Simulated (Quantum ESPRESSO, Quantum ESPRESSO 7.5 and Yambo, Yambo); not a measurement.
## GaP (F-43m): G0W0 with Yambo, start to end

Aim: the G0W0 gap of GaP (F-43m) on PBE, step by step.

Main program and level: Quantum ESPRESSO 7.5 and Yambo 5.3.0; PBE and many-body steps on it, plane waves.

**Experimental background.**

- Gap 2.25 ± 0.04 eV: optical gap from Tauc plot (fundamental, indirect); spectroscopic ellipsometry, Tauc-Lorentz fit and Tauc plot; 300 K; film (GaP layer on Si reference sample) on Si (“Assessment of GaPSb/Si tandem material association properties for photoelectrochemical cells”, 2020, arxiv:2002.02774).

**1. The starting structure**

It takes space group F-43m (No. 216, cubic). Conventional cell: a = 5.450 Å, b = 5.450 Å, c = 5.450 Å, α = 90.00°, β = 90.00°, γ = 90.00°. Nearest to Ga lie 4 P at 2.36 Å. Nearest to P lie 4 Ga at 2.36 Å. Farther neighbours are not listed.

The cell and positions come from the Crystallography Open Database and are kept as given unless a step says otherwise.

**2. Ground state**

This step: Quantum ESPRESSO 7.5; DFT, PBE, plane waves, norm-conserving pseudopotentials.

The ground-state density comes first.

pw.in

```
&control
  calculation = 'scf'
  prefix = 'x'
  outdir = 'o'
  pseudo_dir = 'pseudo'
/
&system
  ibrav = 0
  nat = 2
  ntyp = 2
  ecutwfc = 72.0
  nbnd = 14
  force_symmorphic = .true.
/
&electrons
  conv_thr = 1e-10
  electron_maxstep = 80
  mixing_beta = 0.5
/
ATOMIC_SPECIES
  Ga 69.723 Ga.upf
  P 30.974 P.upf
CELL_PARAMETERS angstrom
  0.0000000000 2.7252500000 2.7252500000
  2.7252500000 0.0000000000 2.7252500000
  2.7252500000 2.7252500000 0.0000000000
ATOMIC_POSITIONS crystal
  Ga 0.0000000000 0.0000000000 0.0000000000
  P 0.2500000000 0.2500000000 0.2500000000
K_POINTS automatic
  6 6 6 0 0 0
```

Run with:

```bash
$ OMP_NUM_THREADS=1 mpirun -n 4 pw.x -nk 4 -in pw.in > pw.out
```

What it wrote:

```text
Program PWSCF v.7.5 starts

     This program is part of the open-source Quantum ESPRESSO suite
     for quantum simulation of materials; please cite
         "P. Giannozzi et al., J. Phys.:Condens. Matter 21 395502 (2009);
         "P. Giannozzi et al., J. Phys.:Condens. Matter 29 465901 (2017);
         "P. Giannozzi et al., J. Chem. Phys. 152 154105 (2020);
     in publications or presentations arising from this work. More details at
     Message from routine setup:
     using ibrav=0 with symmetry is DISCOURAGED, use correct ibrav instead

     G-vector sticks info

     bravais-lattice index     =            0
     lattice parameter (alat)  =       7.2832  a.u.
     unit-cell volume          =     273.1780 (a.u.)^3
     number of atoms/cell      =            2
     number of atomic types    =            2
     number of electrons       =        18.00
     number of Kohn-Sham states=           14
     kinetic-energy cutoff     =      72.0000  Ry
     charge density cutoff     =     288.0000  Ry
     scf convergence threshold =      1.0E-10
     mixing beta               =       0.5000
     number of iterations used =            8  plain     mixing
     Exchange-correlation= PBE
                           (   1   4   3   4   0   0   0)

     celldm(1)=   7.283166  celldm(2)=   0.000000  celldm(3)=   0.000000
     celldm(4)=   0.000000  celldm(5)=   0.000000  celldm(6)=   0.000000

     crystal axes: (cart. coord. in units of alat)
               a(1) = (   0.000000   0.707107   0.707107 )
               a(2) = (   0.707107   0.000000   0.707107 )
               a(3) = (   0.707107   0.707107   0.000000 )

     reciprocal axes: (cart. coord. in units 2 pi/alat)
               b(1) = ( -0.707107  0.707107  0.707107 )
               b(2) = (  0.707107 -0.707107  0.707107 )
               b(3) = (  0.707107  0.707107 -0.707107 )
     Pseudo is Norm-conserving + core correction, Zval = 13.0
     Generated using ONCVPSP code by D. R. Hamann
     Using radial grid of 1902 points,  6 beta functions with:
     Pseudo is Norm-conserving + core correction, Zval =  5.0
     Generated using ONCVPSP code by D. R. Hamann
     Using radial grid of 1298 points,  6 beta functions with:
     Ga               13.00    69.72300     Ga( 1.00)
     P                 5.00    30.97400     P ( 1.00)

     24 Sym. Ops. (no inversion) found

   Cartesian axes

     site n.     atom                  positions (alat units)
         1        Ga     tau(   1) = (   0.0000000   0.0000000   0.0000000  )
         2        P      tau(   2) = (   0.3535534   0.3535534   0.3535534  )

     number of k points=    16
                       cart. coord. in units 2pi/alat
        k(    1) = (   0.0000000   0.0000000   0.0000000), wk =   0.0092593
        k(    2) = (   0.1178511   0.1178511  -0.1178511), wk =   0.0740741
        k(    3) = (   0.2357023   0.2357023  -0.2357023), wk =   0.0740741
        k(    4) = (  -0.3535534  -0.3535534   0.3535534), wk =   0.0370370
        k(    5) = (   0.2357023   0.0000000  -0.0000000), wk =   0.0555556
        k(    6) = (   0.3535534   0.1178511  -0.1178511), wk =   0.2222222
        k(    7) = (  -0.2357023  -0.4714045   0.4714045), wk =   0.2222222
        k(    8) = (  -0.1178511  -0.3535534   0.3535534), wk =   0.2222222
        k(    9) = (   0.0000000  -0.2357023   0.2357023), wk =   0.1111111
        k(   10) = (   0.4714045   0.0000000  -0.0000000), wk =   0.0555556
     [... 4 further rows ...]
        k(   15) = (  -0.1178511  -0.3535534   0.5892557), wk =   0.2222222
        k(   16) = (  -0.7071068   0.2357023   0.0000000), wk =   0.1111111

     Dense  grid:    22419 G-vectors     FFT dimensions: (  40,  40,  40)

     Initial potential from superposition of free atoms

     starting charge      17.9972, renormalised to      18.0000
     Starting wfcs are   13 randomized atomic wfcs +    1 random wfcs

     per-process dynamical memory:    20.0 Mb

     Self-consistent Calculation

     iteration #  1     ecut=    72.00 Ry     beta= 0.50

     Threshold (ethr) on eigenvalues was too large:
     Diagonalizing with lowered threshold

     total energy              =    -166.84329029 Ry
     estimated scf accuracy    <       0.07418276 Ry

     iteration #  2     ecut=    72.00 Ry     beta= 0.50

     total energy              =    -166.85504528 Ry
     estimated scf accuracy    <       0.00667190 Ry

     iteration #  3     ecut=    72.00 Ry     beta= 0.50

     total energy              =    -166.85530580 Ry
     estimated scf accuracy    <       0.00128369 Ry

     iteration #  4     ecut=    72.00 Ry     beta= 0.50

     total energy              =    -166.85535979 Ry
     estimated scf accuracy    <       0.00001376 Ry

     iteration #  5     ecut=    72.00 Ry     beta= 0.50

     total energy              =    -166.85536498 Ry
     estimated scf accuracy    <       0.00000219 Ry

     iteration #  6     ecut=    72.00 Ry     beta= 0.50

     total energy              =    -166.85536545 Ry
     estimated scf accuracy    <       0.00000005 Ry

     iteration #  7     ecut=    72.00 Ry     beta= 0.50

     total energy              =    -166.85536548 Ry
     estimated scf accuracy    <       0.00000002 Ry

     iteration #  8     ecut=    72.00 Ry     beta= 0.50

     total energy              =    -166.85536548 Ry
     estimated scf accuracy    <          9.8E-09 Ry

     iteration #  9     ecut=    72.00 Ry     beta= 0.50

     End of self-consistent calculation

          k = 0.0000 0.0000 0.0000 (  2741 PWs)   bands (ev):

    -6.9527  -6.9527  -6.9527  -6.8555  -6.8555  -4.8744   7.6196   7.6196
     7.6196   9.4365  11.5066  11.5066  11.5066  16.4298

          k = 0.1179 0.1179-0.1179 (  2806 PWs)   bands (ev):

    -6.9758  -6.9453  -6.9453  -6.8559  -6.8559  -4.5186   5.2311   7.2490
     7.2490  10.0287  12.0546  12.0546  12.6451  16.5489

          k = 0.2357 0.2357-0.2357 (  2824 PWs)   bands (ev):

    -7.0156  -6.9329  -6.9329  -6.8524  -6.8524  -3.5723   2.4114   6.7135
     6.7135   9.5147  12.4306  12.4306  15.2167  17.2267

          k =-0.3536-0.3536 0.3536 (  2824 PWs)   bands (ev):

     [... further k-points ...]

     highest occupied, lowest unoccupied level (ev):     7.6196    9.2722

!    total energy              =    -166.85536548 Ry
     estimated scf accuracy    <          1.6E-11 Ry

     The total energy is the sum of the following terms:
     one-electron contribution =     -76.59545934 Ry
     hartree contribution      =      52.24577280 Ry
     xc contribution           =     -46.02805505 Ry
     ewald contribution        =     -96.47762389 Ry

     convergence has been achieved in   9 iterations

     XML data file, charge density, pseudopotentials, collected wavefunctions

=------------------------------------------------------------------------------=
   JOB DONE.
=------------------------------------------------------------------------------=
```

The job ended after 3.4 s (4 MPI ranks of Arm Neoverse V1, shared host; peak memory 0.22 GiB; 13 s of CPU time).

Numbers from this step:

```
total energy               : -2270.1829 eV
gap                        : 1.653 eV
k of the valence top       : 0, 0, 0
k of the conduction bottom : 0, -0.5, -0.5
least direct gap           : 1.817 eV
```

The gap is indirect, with the least direct gap 0.16 eV higher.

**3. Bands along the symmetry lines**

Levels along a band path, at the cheap level, show where the edges lie and whether the meshes to come will hold them.

pw.in

```
&control
  calculation = 'bands'
  prefix = 'x'
  outdir = 'o'
  pseudo_dir = 'pseudo'
/
&system
  ibrav = 0
  nat = 2
  ntyp = 2
  ecutwfc = 72.0
  nbnd = 15
  force_symmorphic = .true.
/
&electrons
  conv_thr = 1e-9
  electron_maxstep = 80
  diago_full_acc = .true.
  diago_thr_init = 5e-6
/
ATOMIC_SPECIES
  Ga 69.723 Ga.upf
  P 30.974 P.upf
CELL_PARAMETERS angstrom
  0.0000000000 2.7252500000 2.7252500000
  2.7252500000 0.0000000000 2.7252500000
  2.7252500000 2.7252500000 0.0000000000
ATOMIC_POSITIONS crystal
  Ga 0.0000000000 0.0000000000 0.0000000000
  P 0.2500000000 0.2500000000 0.2500000000
K_POINTS crystal
  50
  0.00000000 0.00000000 0.00000000 1
  -0.06250000 -0.06250000 0.00000000 1
  -0.12500000 -0.12500000 0.00000000 1
  -0.18750000 -0.18750000 0.00000000 1
  -0.25000000 -0.25000000 0.00000000 1
  -0.31250000 -0.31250000 0.00000000 1
  -0.37500000 -0.37500000 0.00000000 1
  -0.43750000 -0.43750000 0.00000000 1
  -0.50000000 -0.50000000 0.00000000 1
  -0.48437500 -0.48437500 0.03125000 1
  -0.46875000 -0.46875000 0.06250000 1
  -0.45312500 -0.45312500 0.09375000 1
  -0.43750000 -0.43750000 0.12500000 1
  -0.42187500 -0.42187500 0.15625000 1
  -0.40625000 -0.40625000 0.18750000 1
  -0.39062500 -0.39062500 0.21875000 1
  -0.37500000 -0.37500000 0.25000000 1
  -0.37500000 0.00000000 0.37500000 1
  -0.32812500 0.00000000 0.32812500 1
  -0.28125000 0.00000000 0.28125000 1
  -0.23437500 0.00000000 0.23437500 1
  -0.18750000 0.00000000 0.18750000 1
  -0.14062500 0.00000000 0.14062500 1
  -0.09375000 0.00000000 0.09375000 1
  -0.04687500 0.00000000 0.04687500 1
  0.00000000 0.00000000 0.00000000 1
  0.00000000 0.00000000 0.06250000 1
  0.00000000 0.00000000 0.12500000 1
  0.00000000 0.00000000 0.18750000 1
  0.00000000 0.00000000 0.25000000 1
  0.00000000 0.00000000 0.31250000 1
  0.00000000 0.00000000 0.37500000 1
  0.00000000 0.00000000 0.43750000 1
  -0.00000000 -0.00000000 0.50000000 1
  -0.06250000 -0.03125000 0.46875000 1
  -0.12500000 -0.06250000 0.43750000 1
  -0.18750000 -0.09375000 0.40625000 1
  -0.25000000 -0.12500000 0.37500000 1
  -0.31250000 -0.15625000 0.34375000 1
  -0.37500000 -0.18750000 0.31250000 1
  -0.43750000 -0.21875000 0.28125000 1
  -0.50000000 -0.25000000 0.25000000 1
  -0.50000000 -0.28125000 0.21875000 1
  -0.50000000 -0.31250000 0.18750000 1
  -0.50000000 -0.34375000 0.15625000 1
  -0.50000000 -0.37500000 0.12500000 1
  -0.50000000 -0.40625000 0.09375000 1
  -0.50000000 -0.43750000 0.06250000 1
  -0.50000000 -0.46875000 0.03125000 1
  -0.50000000 -0.50000000 0.00000000 1
```

What it wrote:

```text
[banner, memory and clock lines left out]
Program PWSCF v.7.5 starts

     Atomic positions and unit cell read from directory:
     o/x.save/

     Message from routine setup:
     using ibrav=0 with symmetry is DISCOURAGED, use correct ibrav instead

     G-vector sticks info

     bravais-lattice index     =            0
     lattice parameter (alat)  =       7.2832  a.u.
     unit-cell volume          =     273.1780 (a.u.)^3
     number of atoms/cell      =            2
     number of atomic types    =            2
     number of electrons       =        18.00
     number of Kohn-Sham states=           15
     kinetic-energy cutoff     =      72.0000  Ry
     charge density cutoff     =     288.0000  Ry
     Exchange-correlation= PBE
                           (   1   4   3   4   0   0   0)

     celldm(1)=   7.283166  celldm(2)=   0.000000  celldm(3)=   0.000000
     celldm(4)=   0.000000  celldm(5)=   0.000000  celldm(6)=   0.000000

     crystal axes: (cart. coord. in units of alat)
               a(1) = (   0.000000   0.707107   0.707107 )
               a(2) = (   0.707107   0.000000   0.707107 )
               a(3) = (   0.707107   0.707107   0.000000 )

     reciprocal axes: (cart. coord. in units 2 pi/alat)
               b(1) = ( -0.707107  0.707107  0.707107 )
               b(2) = (  0.707107 -0.707107  0.707107 )
               b(3) = (  0.707107  0.707107 -0.707107 )
     Pseudo is Norm-conserving + core correction, Zval = 13.0
     Generated using ONCVPSP code by D. R. Hamann
     Using radial grid of 1902 points,  6 beta functions with:
     Pseudo is Norm-conserving + core correction, Zval =  5.0
     Generated using ONCVPSP code by D. R. Hamann
     Using radial grid of 1298 points,  6 beta functions with:
     Ga               13.00    69.72300     Ga( 1.00)
     P                 5.00    30.97400     P ( 1.00)

     24 Sym. Ops. (no inversion) found

   Cartesian axes

     site n.     atom                  positions (alat units)
         1        Ga     tau(   1) = (   0.0000000   0.0000000   0.0000000  )
         2        P      tau(   2) = (   0.3535534   0.3535534   0.3535534  )

     number of k points=    50
                       cart. coord. in units 2pi/alat
        k(    1) = (   0.0000000   0.0000000   0.0000000), wk =   0.0400000
        k(    2) = (   0.0000000   0.0000000  -0.0883883), wk =   0.0400000
        k(    3) = (   0.0000000   0.0000000  -0.1767767), wk =   0.0400000
[...]
[... 38 further rows ...]
        k(   49) = (   0.0441942  -0.0000000  -0.7071068), wk =   0.0400000
        k(   50) = (   0.0000000   0.0000000  -0.7071068), wk =   0.0400000

     Dense  grid:    22419 G-vectors     FFT dimensions: (  40,  40,  40)

     The potential is recalculated from file :
     o/x.save/charge-density

     Starting wfcs are   13 randomized atomic wfcs +    2 random wfcs

     Band Structure Calculation

     End of band structure calculation

          k = 0.0000 0.0000 0.0000 (  2741 PWs)   bands (ev):

    -6.9526  -6.9526  -6.9526  -6.8555  -6.8555  -4.8744   7.6196   7.6196
     7.6196   9.4365  11.5066  11.5066  11.5066  16.4298  17.3469

          k = 0.0000 0.0000-0.0884 (  2770 PWs)   bands (ev):

    -6.9588  -6.9506  -6.9506  -6.8569  -6.8547  -4.8063   7.0639   7.4268
     7.4268   9.9600  11.3259  11.7736  11.7736  16.7107  16.8123

          k = 0.0000 0.0000-0.1768 (  2794 PWs)   bands (ev):

    -6.9752  -6.9439  -6.9439  -6.8600  -6.8527  -4.6050   6.0686   6.9724
     6.9724  10.5906  11.1184  12.4497  12.4497  15.7092  17.5896

          k =-0.0000 0.0000-0.2652 (  2814 PWs)   bands (ev):

[...]
k = 0.0000 0.0000-0.3536 (  2826 PWs)   bands (ev):

[...]
k = 0.0000-0.0000-0.4419 (  2838 PWs)   bands (ev):

[...]
k =-0.0000 0.0000-0.5303 (  2814 PWs)   bands (ev):

[...]
k = 0.0000-0.0000-0.6187 (  2822 PWs)   bands (ev):

[...]
k = 0.5303-0.0000-0.5303 (  2838 PWs)   bands (ev):

[...]
k = 0.0000 0.0000 0.0000 (  2741 PWs)   bands (ev):

[...]
k = 0.1326 0.0000-0.7071 (  2834 PWs)   bands (ev):

[...]
k = 0.0884-0.0000-0.7071 (  2824 PWs)   bands (ev):

[...]
k = 0.0442-0.0000-0.7071 (  2816 PWs)   bands (ev):

    -7.0694  -6.8918  -6.8888  -6.8870  -6.8345  -1.9079   0.8717   4.8963
     4.9019   9.3516   9.5222  17.9503  18.0349  18.8881  19.7949

          k = 0.0000 0.0000-0.7071 (  2794 PWs)   bands (ev):

    -7.0698  -6.8913  -6.8876  -6.8876  -6.8340  -1.9113   0.8648   4.9369
     4.9369   9.2722   9.4420  18.1941  18.1942  18.8051  19.9377

     XML data file, pseudopotentials, collected wavefunctions
```

Run time: 3.6 s. Hardware: 4 MPI ranks; peak memory 0.2 GiB.

This step gave:

| Quantity | Value |
| --- | --- |
| gap | 1.593 eV |
| k of the valence top | 0, 0, 0 |
| k of the conduction bottom | -0.4375, -0.4375, 0 |
| least direct gap | 1.817 eV |

The gap is 1.593 eV, −0.060 eV from the run before at this level.

Electronic bands along the path, in eV, zero at the top of the highest filled band:

| point | band 6 | band 7 | band 8 | band 9 | band 10 | band 11 | band 12 | band 13 |
| --- | --- | --- | --- | --- | --- | --- | --- | --- |
| Γ | -12.49 | 0.00 | 0.00 | 0.00 | 1.82 | 3.89 | 3.89 | 3.89 |
| halfway | -11.46 | -3.68 | -1.68 | -1.68 | 2.18 | 3.72 | 6.74 | 6.74 |
| X | -9.53 | -6.75 | -2.68 | -2.68 | 1.65 | 1.82 | 10.57 | 10.57 |
| halfway | -9.51 | -6.70 | -3.24 | -2.57 | 1.85 | 2.75 | 9.51 | 9.66 |
| U | -9.57 | -6.55 | -3.94 | -2.25 | 2.19 | 4.80 | 8.23 | 8.26 |
| jump to K | -9.57 | -6.55 | -3.94 | -2.25 | 2.19 | 4.80 | 8.23 | 8.26 |
| halfway | -11.36 | -4.24 | -2.45 | -0.66 | 3.28 | 4.99 | 5.00 | 5.87 |
| Γ | -12.49 | 0.00 | 0.00 | 0.00 | 1.82 | 3.89 | 3.89 | 3.89 |
| halfway | -11.72 | -3.88 | -0.66 | -0.66 | 2.15 | 4.74 | 4.74 | 6.35 |
| L | -10.43 | -6.63 | -1.12 | -1.12 | 1.67 | 4.72 | 4.72 | 8.29 |
| halfway | -10.02 | -6.42 | -3.19 | -1.93 | 3.45 | 4.30 | 6.45 | 7.91 |
| W | -9.44 | -6.55 | -3.58 | -3.42 | 4.70 | 4.86 | 6.10 | 6.15 |
| halfway | -9.49 | -6.66 | -3.16 | -3.09 | 2.77 | 2.94 | 8.49 | 8.58 |
| X | -9.53 | -6.75 | -2.68 | -2.68 | 1.65 | 1.82 | 10.57 | 10.57 |

The electronic bands as a text plot (rows in eV, shown from -8.0 to 7.5 only):

```
    7.2 |    +             +                 ++         +   +
    6.5 |     ++            ++              +         ++ + +
    5.9 |    +             ++++++++                  +  +++
    5.2 |                       +  ++      +        +    +
    4.6 |  ++            ++      ++      +++++++++++++++++++
    3.9 |++  +++                   ++++++++            ++   +
    3.3 |  ++   ++      +     +++++                  ++
    2.6 | +  +    +    +   +++     ++    +++        +        ++
    2.0 |+    ++++ ++++++++          ++++   +++++ ++          +++
    1.4 |         ++++                           +
    0.7 |
    0.1 |**                        ********
   -0.6 | ***                   ******  *  ****
   -1.2 |    *              ****               ******
   -1.9 |  ** ****         *     ****    **         ***
   -2.5 |    *    *********     *          *         * **      **
   -3.2 |             ***     ** **                   *  ******
   -3.8 |     **         *****              *          *****
   -4.5 |       **              *
   -5.1 |                     **             **
   -5.7 |         *         **                 *
   -6.4 |          **  *****                    ***************
   -7.0 |            **                                        **
   -7.7 |
         Γ           X  U|K            Γ         L        W     X
```

(Continued in part 2 of 3.)

[Paths, hosts, dates, memory and timing lines, banners, echoed tables and standing remarks are left out of the program output.]

[Logs are printed without paths, hosts, clocks, repeated set-up lines and the standing remarks that a program may print on its own settings, such as how far it seeks lower states.]

[Runs of the session that timed out or met a known fault of the program may be left out.]

[Hosts, paths, dates, database ids (printed as entryN), source tags and the programs' standing remarks are cut or masked in the printed files.]
